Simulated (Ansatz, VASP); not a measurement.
Two plane-wave programs on Cl

File POSCAR:

```
Cl
1.0
    4.4517808549      0.0000000000      0.0000000000
   -2.2258904275      3.8553553124      0.0000000000
    0.0000000000      0.0000000000      4.0005920559
Cl
3
Direct
    0.0000000000      0.0000000000      0.0000000000
    0.3333333333      0.6666666667      0.5000000000
    0.6666666667      0.3333333333      0.5000000000
```

The input INCAR.step1:

```
SYSTEM = Cl
PREC = Accurate ; ENCUT = 600
ISMEAR = 0 ; SIGMA = 0.1
LREAL = .FALSE. ; LASPH = .TRUE.
NELM = 100 ; GGA = PE
ALGO = Normal ; EDIFF = 1E-4
LWAVE = .TRUE. ; LCHARG = .FALSE.
```

INCAR.step2

```
SYSTEM = Cl
PREC = Accurate ; ENCUT = 600
EDIFF = 1E-6 ; ISMEAR = 0
SIGMA = 0.1 ; LREAL = .FALSE.
LASPH = .TRUE. ; NELM = 100
ALGO = Normal ; ISIF = 3
LWAVE = .FALSE. ; LCHARG = .FALSE.
METAGGA = R2SCAN ; LMIXTAU = .TRUE.
IBRION = 2 ; NSW = 100
EDIFFG = -0.01 ; ISTART = 1
```

File KPOINTS:

```
regular mesh
0
G
  12 12 12
  0 0 0
```

Input for Ansatz:

```yaml
crystal:
  lattice:
    - [4.4517808549, 0.0, 0.0]
    - [-2.2258904275, 3.8553553124, 0.0]
    - [0.0, 0.0, 4.0005920559]
  atoms:
    - { symbol: Cl, position: [0.0, 0.0, 0.0] }
    - { symbol: Cl, position: [0.3333333333, 0.6666666667, 0.5] }
    - { symbol: Cl, position: [0.6666666667, 0.3333333333, 0.5] }
basis:
  ecutwfc: 500
kpoints:
  mp_grid: { grid: [12, 12, 12] }
hamiltonian:
  xc: r2scan
scf:
  occupations: { method: gaussian, width: 0.1 }
output:
  forces: true
  stress: true
  eigenvalues: true
relax:
  adjacent_minimum: "off"
  f_tol: 0.01
  max_steps: 80
  cell: { stress_tol: 0.05 }
```

Alike in both runs: task relaxation of cell and atoms; functional r2SCAN; k mesh 12 × 12 × 12; occupations gaussian, width 0.1 eV; no spin polarisation.

```csv
,VASP,Ansatz
version,VASP 6.6.1,Ansatz 0.2.0
potentials or method,"VASP PAW PBE potentials, release 64 (Cl)","scalar-relativistic, plane waves, PAW"
plane-wave cutoff (eV),600,500
valence electrons in the cell,21,21
```

```tsv
	VASP	Ansatz	Ansatz less VASP
gap on the k mesh at the Fermi level, each at its own relaxed structure (eV)	none	none	-
relaxed volume (Å³/atom)	22.85	22.89	+0.043
relaxed cell length with the largest relative difference (Å)	4.448	4.452	+0.0039
```

A gap of «none» marks a metal or a gap that the smearing closes.

Caveats: the PAW data sets were made with another functional, which shifts forces and pressure a little (VASP); an odd number of electrons without spin polarisation forces a metal; a magnetic or distorted state may lie lower.
